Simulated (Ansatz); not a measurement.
**Li: strain and displacement**

```
CELL_PARAMETERS angstrom
3.01480 0.00000 0.00000
-1.50740 2.61089 0.00000
0.00000 0.00000 5.10832
ATOMIC_POSITIONS crystal
Li 0.33333 0.66667 0.25000
Li 0.66667 0.33333 0.75000
```

Atom numbers follow the list: Li1, Li2.

The conventional cell has a = 3.015 Å, b = 3.015 Å, c = 5.108 Å, α = 90.00°, β = 90.00°, γ = 120.00°. Li (atom 1) is surrounded by 12 Li at 3.01 to 3.09 Å.

The cell is the one relaxed in the Materials Project (mp-10173), not relaxed further here; entries there can be hypothetical.

These are results of DFT, r2SCAN, all-electron PAW with datasets made for the crystal, scalar-relativistic in Ansatz 0.2.0, not measurements.

Sampling and basis: a Γ-centred 14×14×7 k mesh, Fermi–Dirac smearing of 0.05 eV, cutoff 100 eV (chosen by the program for this cell), no spin polarisation.

The unchanged cell is at 0.59 GPa.

In a metal, stresses and small energies carry noise from the k mesh.

x, y and z are the Cartesian axes of the cell as listed; fractional coordinates follow a strain, and an engineering shear is twice the off-diagonal strain component.

(1) One change gave: energy change +10 meV/atom; stress change (xx, yy, zz, yz, xz, xy) 0.59, 0.59, -1.13, 0.00, 0.00, 0.00 GPa, compression positive. Which change was it?
A. atom 2 (Li) moved by (0.0849, 0.0849, 0.0000) Å
B. equal xy, yz and zx engineering shear strains of +1.5 %
C. z strained by +4 % at fixed volume

Answers

(1) C. For equal xy, yz and zx engineering shear strains of +1.5 %: energy change under 1 meV/atom; stress change (xx, yy, zz, yz, xz, xy) -0.02, 0.00, 0.03, -0.10, -0.10, -0.14 GPa, compression positive. For atom 2 (Li) moved by (0.0849, 0.0849, 0.0000) Å: energy change under 1 meV/atom; stress change (xx, yy, zz, yz, xz, xy) 0.08, -0.13, 0.04, 0.00, 0.00, 0.09 GPa, compression positive; change of the force on Li2 (-0.015, -0.013, 0.000) eV/Å.
